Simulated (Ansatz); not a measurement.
**NbAs under changes of volume**

One of the cells (17.395 Å³/atom); the others are scaled copies at fixed shape and fractional positions:

```
CELL_PARAMETERS angstrom
-1.72585 1.72585 5.84000
1.72585 -1.72585 5.84000
1.72585 1.72585 -5.84000
ATOMIC_POSITIONS crystal
Nb 0.50000 0.00000 0.50000
Nb 0.75000 0.75000 0.00000
As 0.91600 0.41600 0.50000
As 0.16600 0.16600 0.00000
```

- Program: Ansatz 0.2.0
- Functional: r2SCAN
- Potentials or basis: Ansatz PAW
- Cutoff: 500 eV (not typed: the program's choice for these potentials)
- k mesh: 11 × 11 × 11
- Occupations: fermi-dirac, width 0.05 eV
- Spin: no spin polarisation

```csv
volume (Å³/atom),energy over the lowest point (meV/atom),pressure (GPa),largest force (eV/Å)
16.351,52.60,14.8,0.366
16.699,25.79,10.0,0.335
17.047,8.73,5.8,0.307
17.395,?,?,?
17.743,0.00,-1.5,0.256
18.091,6.67,-4.6,0.233
18.438,19.70,-7.4,0.211
```

What does the run at 17.395 Å³/atom give?

Energy over the lowest point 0.42 meV/atom; pressure 2.0 GPa; largest force 0.281 eV/Å.

Worked out: A Birch-Murnaghan fit of order 3 (a polynomial in V^(-2/3)) to the other rows has its minimum at 17.59 Å³/atom with B0 = V·E''(V) = 173 GPa and B' = 4.3 at fixed shape and positions, which overstates the stiffness. It gives 0.42 meV/atom at 17.395 Å³/atom, against the run's 0.42, and -dE/dV = 1.9 GPa, against 2.0.

Energies are extrapolated to zero smearing.

Caveats: the PAW data sets come from PBE, with cores solved anew for the run's functional, which leaves a small shift of forces and pressure.
